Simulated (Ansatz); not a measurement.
# CoO: the cost of one run

Program: Ansatz 0.2.0. Level of theory: DFT PBEsol, scalar-relativistic. These are calculated values, not measurements.

## (1) The system as given

It takes space group Fm-3m (No. 225, cubic). The conventional cell has a = 4.263 Å, b = 4.263 Å, c = 4.263 Å, α = 90.00°, β = 90.00°, γ = 90.00°. Around Co (site symmetry m-3m) lie 6 O at 2.13 Å. Around O (site symmetry m-3m) lie 6 Co at 2.13 Å.

As a file:

```
CELL_PARAMETERS angstrom
0.00000 2.13150 2.13150
2.13150 0.00000 2.13150
2.13150 2.13150 0.00000
ATOMIC_POSITIONS crystal
Co 0.00000 0.00000 0.00000
O 0.50000 0.50000 0.50000
```

Atoms are numbered in the order of the input: Co1, O2.

## (2) After the deformation

Space group Fm-3m before, I4/mmm after.

## (3) Full-potential LAPW

The input, input.yaml:

```yaml
crystal:
  lattice:
    - [0.0, 2.1315, 2.152815]
    - [2.1315, 0.0, 2.152815]
    - [2.1315, 2.1315, 0.0]
  atoms:
    - { symbol: Co, position: [0.0, 0.0, 0.0], spin: 2.0 }
    - { symbol: O, position: [0.5, 0.5, 0.5] }
magnetization:
  spin_polarized: true
kpoints:
  mp_grid: { grid: [16, 16, 16] }
  band_path:
    path:
      - [0.0, 0.0, 0.0]
      - [0.0, 0.5, 0.5]
      - [0.25, 0.75, 0.5]
      - [0.0, 0.5, 0.0]
      - [0.0, 0.0, 0.0]
      - [0.5, 0.5, 0.0]
      - [0.3725370062, 0.6274629938, 0.0]
      - [-0.3725370062, 0.3725370062, 0.0]
      - [0.0, 0.0, 0.0]
    npoints: 5
scf:
  occupations: { method: fermi_dirac, width: 0.05 }
hamiltonian:
  xc: pbesol
  pseudopotentials: { kind: all_electron, lapw: { basis_error: 0.0005 } }
output:
  forces: true
  stress: true
  eigenvalues: true
```

Launch:

```
$ ansatz run input.yaml --threads 1 --pin off --max-ram 3072MiB --backend cpu --events-out ev --progress --plain --runs-dir out
```

What time and memory should one allow on 1 thread of Intel Xeon Platinum 8488C (Sapphire Rapids), shared host?

About 2.1 min, with a peak of 1.2 GiB.
